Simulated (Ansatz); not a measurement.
Runs of Ansatz 0.2.0 on Al. Symmetry: P6_3/mmc, No. 194, hexagonal system. Conventional cell: a = 2.812 Å, b = 2.812 Å, c = 4.867 Å, α = 90.00°, β = 90.00°, γ = 120.00°. Al (site symmetry -6m2) is surrounded by 12 Al at 2.81 to 2.93 Å. This isn't the form of Al at room conditions, which is fcc.

| task | level | cell | k mesh | cutoff (eV) | mesh quality | gap on the mesh (eV) | pressure (GPa) | relaxed volume (Å³/atom) |
| --- | --- | --- | --- | --- | --- | --- | --- | --- |
| relaxation of cell and atoms | PBE | relaxed | 11 × 11 × 6 | 420 | not flagged | none | 0.0 | (a) |
| projected density of states | PBE0 | as given | 6 × 6 × 3 | 420 | coarse | none | 1.0 | - |
| projected density of states | HSE06 | as given | 6 × 6 × 3 | 420 | coarse | none | 1.3 | - |
| projected density of states | LDA | as given | 6 × 6 × 3 | 420 | coarse | none | -1.4 | - |
| projected density of states | r2SCAN | as given | 6 × 6 × 3 | 500 | coarse | none | (b) | - |
| relaxation of cell and atoms | PBE+D3(BJ)-ATM | relaxed | 11 × 11 × 6 | 420 | not flagged | none | 0.0 | 15.99 |
| projected density of states | r2SCAN0 | as given | 6 × 6 × 3 | 500 | coarse | none | -0.5 | - |
| relaxation of cell and atoms | PBE+D4 | relaxed | 11 × 11 × 6 | 420 | not flagged | none | 0.0 | 15.97 |

Alike in all rows: potentials or basis Ansatz PAW; no spin polarisation; smearing fermi-dirac 0.05 eV.

Problem. Estimate the missing entries.

Solution. (a) 16.63; (b) -1.1.

Caveats: some runs use coarse meshes; the PAW data sets come from PBE, with cores solved anew for the run's functional, which leaves a small shift of forces and pressure (some runs); the density of states is complete only up to the lowest level of the last band computed (some runs); the plane-wave basis is chosen anew once the cell has moved, so the energies of steps on either side of that aren't comparable (some runs); the thresholds are loose for stress (some runs); pairwise dispersion overbinds metals, which lowers pressure and volume (some runs).

A gap of «none» marks a metal or a gap under the smearing width.
